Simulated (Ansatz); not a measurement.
## Ca: equation of state with PBE

Ca:

```
CELL_PARAMETERS angstrom
-3.72277 3.72776 3.33014
3.72277 -3.72776 3.33014
3.72277 3.72776 -3.33014
ATOMIC_POSITIONS crystal
Ca 0.32958 0.17083 0.50041
Ca 0.67042 0.82917 0.49959
Ca 0.82958 0.32917 0.15875
Ca 0.17042 0.67083 0.84125
```

This isn't the form of Ca at room conditions, which is fcc.

```json
{
 "Program": "Ansatz 0.2.0",
 "Task": "equation of state",
 "Functional": "PBE",
 "Potentials or basis": "Ansatz PAW",
 "Cutoff": "420 eV",
 "Density cutoff": "1680 eV",
 "k mesh": "6 × 6 × 6",
 "Occupations": "fermi-dirac, width 0.05 eV",
 "Spin": "no spin polarisation"
}
```

```
Equilibrium volume                        : 45.22 Å³/atom
Bulk modulus at fixed shape and positions : 14.6 GPa
Pressure derivative of the bulk modulus   : 3.3
```

Energy against volume, from the lowest point:
| volume (Å³/atom) | energy (meV/atom) |
| --- | --- |
| 43.442 | 3.37 |
| 44.366 | 0.75 |
| 45.290 | 0.00 |
| 46.214 | 0.97 |
| 47.139 | 3.51 |
| 48.063 | 7.48 |
| 48.987 | 12.77 |

All runs of the series together: 78 s on 2 threads of Intel(R) Xeon(R) Processor @ 2.50GHz (Skylake/Cascade Lake), with other jobs on the host.

Caveat: the cell was scaled at fixed shape and fractional positions, which overstates the stiffness of a crystal with free parameters, most of all of layers and chains.
